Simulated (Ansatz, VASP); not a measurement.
# AgCl in VASP and in Ansatz

Contents of INCAR:

```
  PREC = Accurate
  ENCUT = 520
  EDIFF = 1E-6
  ISMEAR = -1
  SIGMA = 0.02
  LREAL = False
  LASPH = True
  NELM = 60
  ALGO = Normal
  ISIF = 2
  LWAVE = False
  LCHARG = False
  GGA = PE
  NBANDS = 16
```

KPOINTS

```
Automatic mesh
0
Gamma
  8 8 8
```

POSCAR

```
AgCl
1.0
    0.0000000000      2.7545376942      2.7545376942
    2.7545376942      0.0000000000      2.7545376942
    2.7545376942      2.7545376942      0.0000000000
Ag Cl
1 1
Direct
    0.5000000000      0.5000000000      0.5000000000
    0.0000000000      0.0000000000      0.0000000000
```

Input for Ansatz:

```yaml
crystal:
  lattice:
    - [0.0, 2.7545376942, 2.7545376942]
    - [2.7545376942, 0.0, 2.7545376942]
    - [2.7545376942, 2.7545376942, 0.0]
  atoms:
    - { symbol: Ag, position: [0.5, 0.5, 0.5] }
    - { symbol: Cl, position: [0.0, 0.0, 0.0] }
kpoints:
  mp_grid: { grid: [8, 8, 8] }
  band_path:
    path:
      - [0.0, 0.0, 0.0]
      - [0.5, 0.0, 0.5]
      - [0.625, 0.25, 0.625]
      - [0.375, 0.375, 0.75]
      - [0.0, 0.0, 0.0]
      - [0.5, 0.5, 0.5]
      - [0.5, 0.25, 0.75]
      - [0.5, 0.0, 0.5]
    npoints: 5
scf:
  occupations: { method: fermi_dirac, width: 0.02 }
hamiltonian:
  xc: pbe
  pseudopotentials: { kind: all_electron, lapw: { basis_error: 0.0005 } }
output:
  forces: true
  stress: true
  eigenvalues: true
```

Change from the starting cell: volume scaled by 0.98.

Alike in both runs: task single point; functional PBE; k mesh 8 × 8 × 8; occupations fermi-dirac, width 0.02 eV; no spin polarisation.

|  | VASP | Ansatz |
| --- | --- | --- |
| version | VASP 6.6.1 | Ansatz 0.2.0 |
| potentials or method | VASP PAW PBE potentials, release 64 (Ag, Cl) | all-electron LAPW, scalar-relativistic |
| plane-wave cutoff (eV) | 520 | see its input |

```csv
,VASP,Ansatz,Ansatz less VASP
gap on the k mesh at the Fermi level (eV),0.90,0.91,+0.004
pressure (GPa),2.5,2.7,+0.15
```

Ansatz ran all-electron here, so the differences hold the error of VASP's frozen core and of both bases.

A k mesh can miss the band edges.
